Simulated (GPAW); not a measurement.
# TiC: single point with PBE

TiC:

```xyz
2
Lattice="0.0000 2.1657 2.1657 2.1657 0.0000 2.1657 2.1657 2.1657 0.0000" Properties=species:S:1:pos:R:3 pbc="T T T"
Ti    0.0000    0.0000    0.0000
C     2.1657    2.1657    2.1657
```

The cell is a database's computed one.

| Quantity | Value |
| --- | --- |
| Program | GPAW 26.7.0 |
| Task | single point |
| Functional | PBE |
| Potentials or basis | GPAW PAW data sets (gpaw-data 1.2.1) |
| Cutoff | 800 eV |
| Basis | pw |
| k mesh | 11 × 11 × 11 |
| Occupations | gaussian, width 0.019 eV |
| Spin | no spin polarisation |
| Maxiter | 150 |

| Item | Value |
| --- | --- |
| Pressure | 0.9 GPa |
| Band gap on the k mesh | none (metal or under the smearing width) |

Levels at points of the mesh, in eV from the Fermi level:
```
           k point  band 4  band 5  band 6  band 7  band 8  band 9  band 10  band 11  band 12  band 13
(0.00, 0.00, 0.00)  -32.74  -12.54    0.56    0.56    0.56    1.52     1.52     1.52     1.58     1.58
```

It took 18 s on 1 thread of Intel(R) Xeon(R) Platinum 8259CL CPU @ 2.50GHz (Skylake/Cascade Lake), on a shared host, peak memory 0.17 GiB.
